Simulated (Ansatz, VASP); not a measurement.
## Pt: VASP beside Ansatz

```xyz
1
Lattice="0.0000 1.9456 1.9456 1.9456 0.0000 1.9456 1.9456 1.9456 0.0000" Properties=species:S:1:pos:R:3 pbc="T T T"
Pt    0.0000    0.0000    0.0000
```

Alike in both runs: functional LDA; k mesh 8 × 8 × 8; occupations gaussian, width 0.1 eV; no spin polarisation.

Ansatz relaxed the structure, and its values are those at the end. VASP's run is a single point on that final structure, the one shown.

|  | VASP | Ansatz |
| --- | --- | --- |
| version | VASP 6.6.1 | Ansatz 0.2.0 |
| potentials or method | VASP PAW LDA potentials, release 64 (Pt) | scalar-relativistic, plane waves, PAW |
| plane-wave cutoff (eV) | 520 | 600 |
| valence electrons in the cell | 10 | 18 |

```tsv
	VASP	Ansatz	Ansatz less VASP
gap on the k mesh at the Fermi level (eV)	none	none	-
pressure (GPa)	0.7	0.0	-0.77
```

A gap of «none» marks a metal or a gap that the smearing closes. The two sets of potentials don't hold the same shells in valence. Ansatz warned: «pseudo_functional_mismatch».

The runs have no spin-orbit coupling, so splittings on Pt are missing.
